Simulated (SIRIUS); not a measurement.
**HfH2 in SIRIUS: convergence with empty bands**

The system is HfH2.

```
Hf H
1.0
    -1.73900    1.73900    2.18050
     1.73900   -1.73900    2.18050
     1.73900    1.73900   -2.18050
Hf H
1 2
Direct
  0.00000 0.00000 0.00000
  0.25000 0.75000 0.50000
  0.75000 0.25000 0.50000
```

* Program: SIRIUS 7.10.0
* Task: single point
* Functional: LDA
* Potentials or basis: JTH 2.0 LDA (PAW)
* Cutoff: 871 eV
* Density cutoff: 6949 eV
* k mesh: 9 × 9 × 9
* Occupations: fermi-dirac, width 0.05 eV
* Spin: no spin polarisation

These are the settings of the first run; the series varies empty bands, with any setting tied to it.

Hardware: 1 thread of Arm Neoverse V1, with other jobs on the host.

```tsv
empty bands	energy less the tightest run, at zero smearing (meV/atom)	SCF cycles	CPU time (s)	peak memory (GiB)
1	0.00	27	56	0.46
2	0.00	25	54	0.46
3	0.00	25	55	0.46
4	0.00	25	60	0.46
6	0.00	22	59	0.47
10	0.00	19	66	0.47
16	0.00	17	79	0.48
```

Against the tightest run, the energy stays within 1 meV/atom from 1 on. The tightest run that finished is the yardstick and may itself not be fully converged.

Spin-orbit coupling is left out, which matters for the levels of Hf.
